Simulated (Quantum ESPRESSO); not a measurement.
# Pb (Fm-3m) in Quantum ESPRESSO: further runs, part 4 of 6

Quantum ESPRESSO 7.5.

**5. Wannier functions, PBE**

pw.in reads:

```
&CONTROL
  calculation = 'scf'
  prefix = 'pwscf'
  outdir = './tmp'
  pseudo_dir = './pseudo'
  tprnfor = .true.
  tstress = .true.
  disk_io = 'low'
/
&SYSTEM
  ibrav = 0
  nat = 1
  ntyp = 1
  ecutwfc = 45
  ecutrho = 360
  nbnd = 13
  occupations = 'smearing'
  smearing = 'fd'
  degauss = 0.00367493
/
&ELECTRONS
  conv_thr = 2d-10
  electron_maxstep = 120
  mixing_beta = 0.5
/
ATOMIC_SPECIES
Pb   207.2000 pb_pbe_v1.uspp.F.UPF
CELL_PARAMETERS angstrom
   0.0000000000    2.4750200000    2.4750200000
   2.4750200000    0.0000000000    2.4750200000
   2.4750200000    2.4750200000    0.0000000000
ATOMIC_POSITIONS crystal
Pb     0.0000000000    0.0000000000    0.0000000000
K_POINTS automatic
7 7 7 0 0 0
```

nscf.in reads:

```
&CONTROL
  calculation = 'nscf'
  prefix = 'pwscf'
  outdir = './tmp'
  pseudo_dir = './pseudo'
  disk_io = 'low'
/
&SYSTEM
  ibrav = 0
  nat = 1
  ntyp = 1
  ecutwfc = 45
  ecutrho = 360
  nbnd = 17
  occupations = 'smearing'
  smearing = 'fd'
  degauss = 0.00367493
  nosym = .true.
  noinv = .true.
/
&ELECTRONS
  conv_thr = 1d-09
  electron_maxstep = 120
  mixing_beta = 0.5
  diago_full_acc = .true.
  startingwfc = 'random'
/
ATOMIC_SPECIES
Pb   207.2000 pb_pbe_v1.uspp.F.UPF
CELL_PARAMETERS angstrom
   0.0000000000    2.4750200000    2.4750200000
   2.4750200000    0.0000000000    2.4750200000
   2.4750200000    2.4750200000    0.0000000000
ATOMIC_POSITIONS crystal
Pb     0.0000000000    0.0000000000    0.0000000000
K_POINTS crystal
125
  0.00000000   0.00000000   0.00000000 8.00000000e-03
  0.00000000   0.00000000   0.20000000 8.00000000e-03
  0.00000000   0.00000000   0.40000000 8.00000000e-03
  0.00000000   0.00000000   0.60000000 8.00000000e-03
  0.00000000   0.00000000   0.80000000 8.00000000e-03
  0.00000000   0.20000000   0.00000000 8.00000000e-03
[... 117 lines left out ...]
  0.80000000   0.80000000   0.60000000 8.00000000e-03
  0.80000000   0.80000000   0.80000000 8.00000000e-03
```

pw2wan.in reads:

```
&INPUTPP
  prefix = 'pwscf'
  outdir = './tmp'
  seedname = 'w'
  write_mmn = .true.
  write_amn = .true.
/
```

bands.in reads:

```
&CONTROL
  calculation = 'bands'
  prefix = 'pwscf'
  outdir = './tmp'
  pseudo_dir = './pseudo'
  disk_io = 'low'
/
&SYSTEM
  ibrav = 0
  nat = 1
  ntyp = 1
  ecutwfc = 45
  ecutrho = 360
  nbnd = 17
  occupations = 'smearing'
  smearing = 'fd'
  degauss = 0.00367493
/
&ELECTRONS
  conv_thr = 1d-08
  electron_maxstep = 120
  mixing_beta = 0.5
  diago_full_acc = .true.
  startingwfc = 'random'
/
ATOMIC_SPECIES
Pb   207.2000 pb_pbe_v1.uspp.F.UPF
CELL_PARAMETERS angstrom
   0.0000000000    2.4750200000    2.4750200000
   2.4750200000    0.0000000000    2.4750200000
   2.4750200000    2.4750200000    0.0000000000
ATOMIC_POSITIONS crystal
Pb     0.0000000000    0.0000000000    0.0000000000
K_POINTS crystal
61
  0.00000000   0.00000000   0.00000000 1
  0.05555600   0.00000000   0.05555600 1
  0.11111100   0.00000000   0.11111100 1
  0.16666700   0.00000000   0.16666700 1
  0.22222200   0.00000000   0.22222200 1
  0.27777800   0.00000000   0.27777800 1
[... 53 lines left out ...]
  0.54166700   0.08333300   0.54166700 1
  0.50000000   0.00000000   0.50000000 1
```

w.win reads:

```
num_wann = 9
num_bands = 17
guiding_centres = true
dis_froz_max = 14.22
dis_num_iter = 600
dis_mix_ratio = 0.5
dis_conv_tol = 1.0d-9
num_iter = 1200
search_shells = 100
kmesh_tol = 1.0d-4
conv_tol = 1.0d-8
conv_window = 4
num_print_cycles = 200
fermi_energy = 11.2176
bands_plot = true
write_hr = true
mp_grid = 5 5 5
begin projections
Pb: s;p;d
end projections
begin unit_cell_cart
ang
  0.0000000000   2.4750200000   2.4750200000
  2.4750200000   0.0000000000   2.4750200000
  2.4750200000   2.4750200000   0.0000000000
end unit_cell_cart
begin atoms_frac
Pb   0.0000000000   0.0000000000   0.0000000000
end atoms_frac
begin kpoint_path
G   0.0000000000   0.0000000000   0.0000000000  X   0.5000000000   0.0000000000   0.5000000000
X   0.5000000000   0.0000000000   0.5000000000  W   0.5000000000   0.2500000000   0.7500000000
W   0.5000000000   0.2500000000   0.7500000000  K   0.3750000000   0.3750000000   0.7500000000
K   0.3750000000   0.3750000000   0.7500000000  G   0.0000000000   0.0000000000   0.0000000000
G   0.0000000000   0.0000000000   0.0000000000  L   0.5000000000   0.5000000000   0.5000000000
L   0.5000000000   0.5000000000   0.5000000000  U   0.6250000000   0.2500000000   0.6250000000
U   0.6250000000   0.2500000000   0.6250000000  W   0.5000000000   0.2500000000   0.7500000000
W   0.5000000000   0.2500000000   0.7500000000  L   0.5000000000   0.5000000000   0.5000000000
L   0.5000000000   0.5000000000   0.5000000000  K   0.3750000000   0.3750000000   0.7500000000
U   0.6250000000   0.2500000000   0.6250000000  X   0.5000000000   0.0000000000   0.5000000000
end kpoint_path
bands_num_points = 9
begin kpoints
  0.00000000   0.00000000   0.00000000
  0.00000000   0.00000000   0.20000000
  0.00000000   0.00000000   0.40000000
  0.00000000   0.00000000   0.60000000
  0.00000000   0.00000000   0.80000000
  0.00000000   0.20000000   0.00000000
[... 117 lines left out ...]
  0.80000000   0.80000000   0.60000000
  0.80000000   0.80000000   0.80000000
end kpoints
```

Potentials or basis: GBRV 1.5 PBE.

Command:

```
$ OMP_NUM_THREADS=1 pw.x -in pw.in > pw.out
$ OMP_NUM_THREADS=1 pw.x -in nscf.in > nscf.out
$ wannier90.x -pp w
$ OMP_NUM_THREADS=1 pw2wannier90.x -in pw2wan.in > pw2wan.out
$ wannier90.x w
$ OMP_NUM_THREADS=1 pw.x -in bands.in > bands.out
```

pw.out:

```text
This program is part of the open-source Quantum ESPRESSO suite
     for quantum simulation of materials; please cite
         "P. Giannozzi et al., J. Phys.:Condens. Matter 21 395502 (2009);
         "P. Giannozzi et al., J. Phys.:Condens. Matter 29 465901 (2017);
         "P. Giannozzi et al., J. Chem. Phys. 152 154105 (2020);
     in publications or presentations arising from this work. More details at

     Message from routine setup:
     using ibrav=0 with symmetry is DISCOURAGED, use correct ibrav instead

     G-vector sticks info
     --------------------
     sticks:   dense  smooth     PW     G-vecs:    dense   smooth      PW
     Sum        1069     547    163                23505     8363    1459

     Using Slab Decomposition

     bravais-lattice index     =            0
     lattice parameter (alat)  =       6.6144  a.u.
     unit-cell volume          =     204.6269 (a.u.)^3
     number of atoms/cell      =            1
     number of atomic types    =            1
     number of electrons       =        14.00
     number of Kohn-Sham states=           13
     kinetic-energy cutoff     =      45.0000  Ry
     charge density cutoff     =     360.0000  Ry
     scf convergence threshold =      2.0E-10
     mixing beta               =       0.5000
     number of iterations used =            8  plain     mixing
     Exchange-correlation= SLA  PW   PBE  PBE
                           (   1   4   3   4   0   0   0)

     celldm(1)=   6.614432  celldm(2)=   0.000000  celldm(3)=   0.000000
[... 75 lines left out ...]
     Davidson diagonalization with overlap
     ethr =  1.00E-02,  avg # of iterations =  4.8

     Threshold (ethr) on eigenvalues was too large:
     Diagonalizing with lowered threshold

     Davidson diagonalization with overlap
     c_bands:  1 eigenvalues not converged
     c_bands:  2 eigenvalues not converged
     c_bands:  2 eigenvalues not converged
     ethr =  1.54E-05,  avg # of iterations = 12.3
[... 51 lines left out ...]
     iteration #  7     ecut=    45.00 Ry     beta= 0.50
     Davidson diagonalization with overlap
     ethr =  2.35E-12,  avg # of iterations =  3.6

     negative rho (up, down):  1.577E-02 0.000E+00

     End of self-consistent calculation

          k = 0.0000 0.0000 0.0000 (  1037 PWs)   bands (ev):

    -5.7831  -5.7831  -5.7831  -5.6430  -5.6430  -0.4651  18.7002  18.7002
    18.7002  19.2934  21.0900  22.6399  23.7794

          k = 0.1010 0.1010-0.1010 (  1025 PWs)   bands (ev):
[... 71 lines left out ...]
    -5.9103  -5.8266  -5.5413  -5.5116  -5.4890   4.5895   8.3459  11.5813
    13.6478  17.3249  19.3154  19.8139  28.8248

          k = 0.4041 0.2020 0.0000 (  1040 PWs)   bands (ev):

    -5.8198  -5.7508  -5.6733  -5.6042  -5.5461   2.0840  11.0908  12.9600
    15.4723  19.3107  20.3163  21.1424  23.8327

          k =-0.2020-0.4041 0.6061 (  1051 PWs)   bands (ev):
[... 11 lines left out ...]
    -5.8078  -5.7266  -5.6701  -5.5964  -5.4934   4.4943   9.5953   9.8405
    12.7175  19.3099  20.3353  23.8178  24.7229

     the Fermi energy is    11.2176 ev

!    total energy              =    -164.15741519 Ry
     estimated scf accuracy    <          1.5E-12 Ry
     smearing contrib. (-TS)   =      -0.00024845 Ry
     internal energy E=F+TS    =    -164.15716674 Ry

     The total energy is F=E-TS. E is the sum of the following terms:
     one-electron contribution =     -30.92575702 Ry
     hartree contribution      =      26.23615979 Ry
     xc contribution           =     -63.40044947 Ry
     ewald contribution        =     -96.06712003 Ry

     convergence has been achieved in   7 iterations

     negative rho (up, down):  1.577E-02 0.000E+00

     Forces acting on atoms (cartesian axes, Ry/au):

     atom    1 type  1   force =     0.00000000    0.00000000    0.00000000

     Total force =     0.000000     Total SCF correction =     0.000000

     Computing stress (Cartesian axis) and pressure

     negative rho (up, down):  1.577E-02 0.000E+00
          total   stress  (Ry/bohr**3)                   (kbar)     P=       26.93
   0.00018306   0.00000000   0.00000000           26.93        0.00        0.00
   0.00000000   0.00018306   0.00000000            0.00       26.93        0.00
   0.00000000   0.00000000   0.00018306            0.00        0.00       26.93

=------------------------------------------------------------------------------=
   JOB DONE.
=------------------------------------------------------------------------------=
```

w-pp.out:

```text
b_k Directions (Ang^-1)                          |
 |                           -----------------------                          |
 |            No.           x           y           z                         |
 |            ---        --------------------------------                     |
 |             1         0.253864    0.253864   -0.253864                     |
 |             2         0.253864   -0.253864    0.253864                     |
 |             3        -0.253864    0.253864    0.253864                     |
 |             4         0.253864    0.253864    0.253864                     |
 +----------------------------------------------------------------------------+

 Time to get kmesh              0.182 (sec)
 *============================================================================*
 |                              MEMORY ESTIMATE                               |
 *============================================================================*
 |                        Disentanglement            6.49 Mb                  |
 |                            Wannierise:            3.80 Mb                  |
 |                          plot_wannier:            3.80 Mb                  |
 *----------------------------------------------------------------------------*

 Starting a new Wannier90 calculation ...

 Time to write kmesh            0.199 (sec)

 Exiting... w.nnkp written.
```

It took 3.4 min on 1 thread of Intel Xeon Platinum 8175M at 2.50GHz (Skylake/Cascade Lake), shared host; peak memory 0.11 GiB.

What came out:

- Free energy: -2233.4754 eV
- Pressure: 2.7 GPa
- Band gap on the k mesh: none (metal or under the smearing width)
- Total Wannier spread: 12.64 Å² over 9 functions
- RMS miss of the Wannier bands: 0.110 eV

Levels at the corners of the path, in eV from the Fermi level:
```csv
point,band 4,band 5,band 6,band 7,band 8,band 9,band 10,band 11
Γ,-16.86,-16.86,-11.68,7.48,7.48,7.48,8.08,9.87
X,-16.69,-16.69,-6.65,-3.20,2.12,2.12,5.44,6.72
W,-16.81,-16.69,-6.54,-1.30,-1.30,0.34,8.09,10.92
K,-16.79,-16.73,-6.73,-2.21,-1.15,3.05,6.54,8.10
Γ,-16.86,-16.86,-11.68,7.48,7.48,7.48,8.08,9.87
L,-16.73,-16.73,-8.06,-4.13,5.65,5.65,8.07,9.34
U,-16.79,-16.73,-6.73,-2.21,-1.15,3.05,6.54,8.10
W,-16.81,-16.69,-6.54,-1.30,-1.30,0.34,8.09,10.92
L,-16.73,-16.73,-8.06,-4.13,5.65,5.65,8.07,9.34
K,-16.79,-16.73,-6.73,-2.21,-1.15,3.05,6.54,8.10
U,-16.79,-16.73,-6.73,-2.21,-1.15,3.05,6.54,8.10
X,-16.69,-16.69,-6.65,-3.20,2.12,2.12,5.44,6.72
```

Wannier functions:
```tsv
function	nearest atom	distance (Å)	spread (Å²)	on-site energy from the reference level (eV)
1	1 Pb	0.00	1.57	-7.83
2	1 Pb	0.00	2.77	1.50
3	1 Pb	0.00	2.77	1.50
4	1 Pb	0.00	2.77	1.49
5	1 Pb	0.00	0.55	-16.87
6	1 Pb	0.00	0.55	-16.87
7	1 Pb	0.00	0.55	-16.87
8	1 Pb	0.00	0.55	-16.87
9	1 Pb	0.00	0.55	-16.87
```

Parts of the spread (Å²): invariant 8.68, diagonal 0.000, off-diagonal 3.95, total 12.64. Against the direct bands the interpolation misses by 110 meV (root mean square) and 508 meV at most, for states up to 1 eV over the reference level.

Caveat: the k mesh is coarse; spin-orbit coupling is left out, which moves the levels of the heavy elements.

(Continued in part 5 of 6.)
